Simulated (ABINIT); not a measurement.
Crystal: ZrS2.

```xyz
3
Lattice="3.6914 0.0000 0.0000 -1.8457 3.1968 0.0000 0.0000 0.0000 6.0411" Properties=species:S:1:pos:R:3 pbc="T T T"
Zr    0.0000    0.0000    0.0000
S     0.0000    2.1312    1.4372
S     1.8457    1.0656    4.6038
```

The cell is a database's computed one.

Base run:

```yaml
Program: ABINIT 10.8.3 (patched build)
Functional: PBEsol
Potentials_or_basis: JTH PAW PBE v2.0
Cutoff: 544 eV
k_mesh: 5 × 5 × 3
Occupations: fermi-dirac, width 0.05 eV
Spin: no spin polarisation
```

Its results: band gap on the k mesh 1.08 eV, indirect (least direct gap 1.57 eV); pressure -2.5 GPa; largest force 0.172 eV/Å.

Task: After a change of settings the same cell gave: band gap on the k mesh 1.00 eV, indirect (least direct gap 1.58 eV); pressure -2.6 GPa; largest force 0.164 eV/Å. Which change was it?
A. k mesh from 5 × 5 × 3 to 6 × 6 × 4
B. functional from PBEsol to r2SCAN; cutoff from 544 eV to 653 eV; fine-grid cutoff from 1088.46 eV to 1251.72 eV
C. functional from PBEsol to SOGGA; k mesh from 5 × 5 × 3 to 8 × 8 × 5
D. functional from PBEsol to BP86; k mesh from 5 × 5 × 3 to 8 × 8 × 5

Result: A.

Caveats: the PAW data sets were made with another functional, which shifts forces and pressure a little; this functional lacks dispersion, which binds the layers, so the pressure and a relaxed spacing across them are unreliable; an odd mesh through Γ misses points on the zone boundary, where band edges often lie (some runs).

Runs at the PBE level aren't shown here.
